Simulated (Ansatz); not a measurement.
**Relaxation path: diamond C (100), 6 layers**

DFT, LDA, PAW with Ansatz's default frozen-core files, scalar-relativistic (Ansatz 0.2.0); a Γ-centred 10×10×1 k mesh, Fermi–Dirac smearing of 0.02 eV, no spin polarisation. The run relaxes the atoms in the fixed cell.

Command: `ansatz run input.yaml --threads 2 --pin off --max-ram 4096MiB --backend cpu --events-out ev --progress --plain --runs-dir out` It took 12 s on 2 threads of Intel(R) Xeon(R) 6975P-C (Granite Rapids), with other jobs on the host, peak memory 0.4 GiB.

```yaml
crystal:
  lattice:
    - [2.4973237396, 0.0, 0.0]
    - [0.0, 2.4973237396, 0.0]
    - [0.0, 0.0, 20.4147]
  atoms:
    - { symbol: C, position: [0.75, 0.0, 0.3918748162] }
    - { symbol: C, position: [0.25, 0.0, 0.4351248897] }
    - { symbol: C, position: [0.25, 0.5, 0.4783749632] }
    - { symbol: C, position: [0.75, 0.5, 0.5216250368] }
    - { symbol: C, position: [0.75, 0.0, 0.5648751103] }
    - { symbol: C, position: [0.25, 0.0, 0.6081251838] }
kpoints:
  mp_grid: { grid: [10, 10, 1] }
scf:
  occupations: { method: fermi_dirac, width: 0.02 }
hamiltonian:
  xc: lda
  pseudopotentials: { kind: paw }
output:
  forces: true
  stress: true
  eigenvalues: true
relax:
  f_tol: 0.01
  max_steps: 40
efield:
  axis: 3
  amplitude: 0
  dipole_correction: true
```

Each step lists its free energy a cell above the last geometry, and Cartesian positions (Å) with forces (eV/Å).

The first step:

```
step 1  dF = 281.30 meV
  C 1.8730 0.0000 8.0000   0.0000 0.0000 2.4312
  C 0.6243 0.0000 8.8829   0.0000 0.0000 -2.5957
  C 0.6243 1.2487 9.7659   0.0000 0.0000 0.4786
  C 1.8730 1.2487 10.6488   0.0000 0.0000 -0.4786
  C 1.8730 0.0000 11.5318   0.0000 0.0000 2.5957
  C 0.6243 0.0000 12.4147   0.0000 0.0000 -2.4312
```

The PAW files were made under PBE. Real surfaces of this kind reconstruct, which a 1×1 cell forbids.

Q: Where does the relaxation end, and by which steps?

A: After 5 geometries, with a shortest distance of 1.468 Å. The further steps:
```
step 2  dF = 69.05 meV
  C 1.8730 0.0000 8.0549   0.0000 0.0000 1.0049
  C 0.6243 0.0000 8.8784   0.0000 0.0000 -1.4504
  C 0.6243 1.2487 9.7697   0.0000 0.0000 0.5876
  C 1.8730 1.2487 10.6450   0.0000 0.0000 -0.5876
  C 1.8730 0.0000 11.5363   0.0000 0.0000 1.4504
  C 0.6243 0.0000 12.3598   0.0000 0.0000 -1.0049
step 3  dF = 1.73 meV
  C 1.8730 0.0000 8.0751   0.0000 0.0000 0.0745
  C 0.6243 0.0000 8.8512   0.0000 0.0000 -0.1085
  C 0.6243 1.2487 9.7751   0.0000 0.0000 0.2702
  C 1.8730 1.2487 10.6396   0.0000 0.0000 -0.2702
  C 1.8730 0.0000 11.5635   0.0000 0.0000 0.1085
  C 0.6243 0.0000 12.3396   0.0000 0.0000 -0.0745
step 4  dF = 1.08 meV
  C 1.8730 0.0000 8.0744   0.0000 0.0000 0.0902
  C 0.6243 0.0000 8.8470   0.0000 0.0000 0.0418
  C 0.6243 1.2487 9.7824   0.0000 0.0000 -0.2022
  C 1.8730 1.2487 10.6323   0.0000 0.0000 0.2022
  C 1.8730 0.0000 11.5677   0.0000 0.0000 -0.0418
  C 0.6243 0.0000 12.3403   0.0000 0.0000 -0.0902
step 5  dF = 0.00 meV
  C 1.8730 0.0000 8.0792   0.0000 0.0000 0.0027
  C 0.6243 0.0000 8.8504   0.0000 0.0000 -0.0019
  C 0.6243 1.2487 9.7800   0.0000 0.0000 -0.0012
  C 1.8730 1.2487 10.6347   0.0000 0.0000 0.0012
  C 1.8730 0.0000 11.5643   0.0000 0.0000 0.0019
  C 0.6243 0.0000 12.3355   0.0000 0.0000 -0.0027
step 6  dF = 0.00 meV  (same geometry, solved once more)
  C 1.8730 0.0000 8.0792   0.0000 0.0000 0.0025
  C 0.6243 0.0000 8.8504   0.0000 0.0000 -0.0018
  C 0.6243 1.2487 9.7800   0.0000 0.0000 -0.0012
  C 1.8730 1.2487 10.6347   0.0000 0.0000 0.0012
  C 1.8730 0.0000 11.5643   0.0000 0.0000 0.0018
  C 0.6243 0.0000 12.3355   0.0000 0.0000 -0.0025
```
